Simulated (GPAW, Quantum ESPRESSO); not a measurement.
This is a calculation of InSe for Quantum ESPRESSO 7.5. Measurements of this composition are mostly on another form, of space group No. 160.

File pw.in:

```
&CONTROL
  calculation = 'scf'
  prefix = 'pwscf'
  outdir = './tmp'
  pseudo_dir = './pseudo'
  tprnfor = .true.
  tstress = .true.
  disk_io = 'nowf'
/
&SYSTEM
  ibrav = 0
  nat = 8
  ntyp = 2
  ecutwfc = 56
  ecutrho = 448
  nbnd = 50
  occupations = 'smearing'
  smearing = 'fd'
  degauss = 0.00367493
/
&ELECTRONS
  conv_thr = 1.6d-09
  electron_maxstep = 120
  mixing_beta = 0.5
/
ATOMIC_SPECIES
In   114.8180 in_pbesol_v1.4.uspp.F.UPF
Se    78.9710 se_pbesol_v1.uspp.F.UPF
CELL_PARAMETERS angstrom
   4.0473293151    0.0000000000    0.0000000000
  -2.0236646576    3.5050900044    0.0000000000
   0.0000000000    0.0000000000   18.0520649100
ATOMIC_POSITIONS crystal
In     0.3333333333    0.6666666667    0.0773904900
In     0.3333333333    0.6666666667    0.9226095100
In     0.0000000000    0.0000000000    0.4226063200
In     0.0000000000    0.0000000000    0.5773936800
Se     0.3333333333    0.6666666667    0.3529842800
Se     0.3333333333    0.6666666667    0.6470157200
Se     0.6666666667    0.3333333333    0.1469999300
Se     0.6666666667    0.3333333333    0.8530000700
K_POINTS automatic
8 8 2 0 0 0
```

Potentials or basis: GBRV 1.5 PBEsol.

Command:

```bash
$ OMP_NUM_THREADS=1 mpirun -n 2 pw.x -nk 2 -in pw.in > pw.out
```

Translate it to GPAW 26.7.0 (ASE script). Potentials or basis there: PAW data sets generated for this functional, cutoff 600 eV.

As run (cutoffs and basis follow the program's own potentials, and thresholds, step limits or extra output files can differ):

The input run.py:

```python
from ase import Atoms
from ase.dft.bandgap import bandgap
from ase.io import write
from ase.units import Bohr, GPa
from gpaw import GPAW, PW, setup_paths
from gpaw.elf import elf_from_dft_calculation

setup_paths.insert(0, '.')

atoms = Atoms(['In', 'In', 'In', 'In', 'Se', 'Se', 'Se', 'Se'],
              cell=[[4.0473293151, 0.0, 0.0],
                    [-2.0236646576, 3.5050900044, 0.0],
                    [0.0, 0.0, 18.05206491]],
              scaled_positions=[[0.3333333333, 0.6666666667, 0.07739049],
                                [0.3333333333, 0.6666666667, 0.92260951],
                                [0.0, 0.0, 0.42260632],
                                [0.0, 0.0, 0.57739368],
                                [0.3333333333, 0.6666666667, 0.35298428],
                                [0.3333333333, 0.6666666667, 0.64701572],
                                [0.6666666667, 0.3333333333, 0.14699993],
                                [0.6666666667, 0.3333333333, 0.85300007]],
              pbc=True)

calc = GPAW(mode=PW(600),
            xc='PBEsol',
            kpts={'size': (8, 8, 2), 'gamma': True},
            occupations={'name': 'fermi-dirac', 'width': 0.05},
            nbands=60,
            convergence={'density': 1e-05, 'energy': 1e-05},
            maxiter=150,
            txt='gpaw.txt')
atoms.calc = calc
energy = atoms.get_potential_energy()
forces = atoms.get_forces()
stress = atoms.get_stress()
calc.write('gs.gpw')
write('result.traj', atoms)
print(f'Energy: {energy:.6f} eV')
print('Forces (eV/A):')
print(forces.round(4))
print('Stress (GPa):', (stress / GPa).round(3))
print('Fermi level:', round(calc.get_fermi_level(), 4), 'eV')
print(f'Gap: {bandgap(calc)[0]:.4f} eV, direct: {bandgap(calc, direct=True)[0]:.4f} eV')

# fields on the real-space grid
write('density.cube', atoms, data=calc.get_pseudo_density() * Bohr**3)
write('potential.cube', atoms, data=calc.get_electrostatic_potential())
write('elf.cube', atoms, data=elf_from_dft_calculation(calc).data)
```

Potentials or basis: PAW data sets generated in the run's folder for this functional, pw.

Launch:

```bash
$ gpaw-setup -f PBEsol In Se
$ OMP_NUM_THREADS=1 python run.py
```

Both were run:

|  | Quantum ESPRESSO | GPAW |
| --- | --- | --- |
| Pressure | -0.9 GPa | -1.0 GPa |

Pressure is positive in compression.
